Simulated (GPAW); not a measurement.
The system is InPd.

```xyz
2
Lattice="0.0000 2.7461 2.7461 2.7461 0.0000 2.7461 2.7461 2.7461 0.0000" Properties=species:S:1:pos:R:3 pbc="T T T"
In    0.0000    0.0000    0.0000
Pd    2.7461    2.7461    2.7461
```

The cell was built by a generator and needn't be a form met in nature.

```yaml
Program: GPAW 26.7.0
Task: relaxation of cell and atoms
Functional: r2SCAN
Dispersion: D3(BJ)
Potentials_or_basis: GPAW PAW data sets (gpaw-data 1.2.1)
Cutoff: 600 eV
Basis: pw
k_mesh: 8 × 8 × 8
Occupations: fermi-dirac, width 0.05 eV
Spin: no spin polarisation
```

At the start: pressure -4.6 GPa; volume 20.71 Å³/atom.

Q: How do energy, volume and symmetry change on relaxing?

A: Over 4 steps the energy falls by 14.9 meV/atom and the volume is 19.70 Å³/atom (-4.8 %); space group Fm-3m (No. 225, to 0.05 Å).

The path:
| step | energy change (eV) | largest force (eV/Å) | pressure (GPa) | volume (Å³) |
| --- | --- | --- | --- | --- |
| 1 | 0.0000 | 0.0000 | -4.56 | 41.42 |
| 2 | -0.0131 | 0.0000 | -3.52 | 40.90 |
| 3 | -0.0297 | 0.0000 | 0.34 | 39.27 |
| 4 | -0.0299 | 0.0000 | -0.02 | 39.41 |

Final structure:
```
In Pd
1.0
     0.00000    2.70096    2.70096
     2.70096    0.00000    2.70096
     2.70096    2.70096    0.00000
In Pd
1 1
Direct
  0.00000 0.00000 0.00000
  0.50000 0.50000 0.50000
```

Caveat: later steps reuse the first step's grids; the PAW data sets were made with another functional, which shifts forces and pressure a little; pairwise dispersion overbinds metals, which lowers pressure and volume.
